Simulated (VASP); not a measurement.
Write the native input for VASP 6.6.1 that does the following.

```yaml
Task: relaxation of cell and atoms
Functional: PBE
Dispersion: D3(BJ)
Potentials_or_basis: VASP PAW PBE potentials, release 64 (Ti_sv, C)
Cutoff: 600 eV
k_mesh: 10 × 10 × 10
Occupations: fermi-dirac, width 0.05 eV
Spin: no spin polarisation
Ladder: gaps
Further_INCAR_settings: ALGO = Normal; EDIFF = 1e-06; IBRION = 2; EDIFFG = -0.005; NSW = 60; ISIF = 3
```

The structure of TiC lies in POSCAR:

```
TiC
1.0
    0.0000000000      2.1657188437      2.1657188437
    2.1657188437      0.0000000000      2.1657188437
    2.1657188437      2.1657188437      0.0000000000
Ti C
1 1
Direct
    0.0000000000      0.0000000000      0.0000000000
    0.5000000000      0.5000000000      0.5000000000
```

The cell is a database's computed one.

One way to write it, as run:

INCAR

```
  PREC = Accurate
  ENCUT = 600
  EDIFF = 1E-6
  ISMEAR = -1
  SIGMA = 0.05
  LREAL = False
  LASPH = True
  NELM = 100
  ALGO = Normal
  ISIF = 3
  LWAVE = False
  LCHARG = False
  GGA = PE
  IVDW = 12
  IBRION = 2
  NSW = 60
  EDIFFG = -0.005
```

KPOINTS

```
regular mesh
0
Gamma
  10 10 10
```

Potentials or basis: VASP PAW PBE potentials, release 64 (Ti_sv, C).

Command:

```sh
$ cat potpaw_PBE.64/Ti_sv/POTCAR potpaw_PBE.64/C/POTCAR > POTCAR
$ mpirun -np 1 vasp_std > vasp.out
```

Results of the run:

```json
{
  "Relaxed volume": "9.88 Å³/atom",
  "Relaxed cell": "a = 3.035 Å, b = 3.035 Å, c = 3.035 Å, α = 60.00°, β = 60.00°, γ = 60.00°",
  "Space group after relaxing (to 0.05 Å)": "Fm-3m (No. 225)",
  "Energy gained by relaxing": "6.1 meV/atom",
  "Ionic steps": "3",
  "Pressure after relaxing": "0.0 GPa",
  "Band gap on the k mesh": "none (metal or under the smearing width)",
  "Dispersion energy per atom": "-0.458 eV"
}
```

Caveat: pairwise dispersion overbinds metals, which lowers pressure and volume.

Run time: 28 s on 1 thread of AMD EPYC 7R43 64-Core Processor (Zen 3) (shared host), peak memory 0.13 GiB.
